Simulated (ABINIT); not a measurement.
Crystal: RbBr.

```xyz
2
Lattice="4.1261 0.0000 0.0000 0.0000 4.1261 0.0000 0.0000 0.0000 4.1261" Properties=species:S:1:pos:R:3 pbc="T T T"
Rb    0.0000    0.0000    0.0000
Br    2.0630    2.0630    2.0630
```

The cell comes from a database or a generator and needn't be the stable form of this composition.

```yaml
Program: ABINIT 10.8.3 (patched build)
Task: single point
Functional: PBE
Potentials_or_basis: JTH PAW PBE v2.0
Cutoff: 435 eV
k_mesh: 7 × 7 × 7
Occupations: fermi-dirac, width 0.05 eV
Spin: no spin polarisation
```

On this cell: pressure 0.9 GPa; largest force zero by symmetry; band gap on the k mesh 4.09 eV, indirect (least direct gap 4.22 eV).

The same run follows on a disturbed copy (atoms moved at random, drawn with an rms of 0.05 Å):

```
Rb Br
1.0
     4.12608    0.00000    0.00000
     0.00000    4.12608    0.00000
     0.00000    0.00000    4.12608
Rb Br
1 1
Direct
  0.99298 0.00531 0.99258
  0.49163 0.50630 0.50447
```

What does the disturbed cell give?

The energy moves by +0.4 meV/atom; pressure 0.9 GPa; largest force 0.040 eV/Å; band gap on the k mesh 4.09 eV, indirect (least direct gap 4.23 eV).

Forces in eV/Å, atoms in the order of the input:
```
Rb  -0.005  0.003  0.040
Br   0.005 -0.003 -0.040
```

Caveats: an odd mesh through Γ misses points on the zone boundary, where band edges often lie.
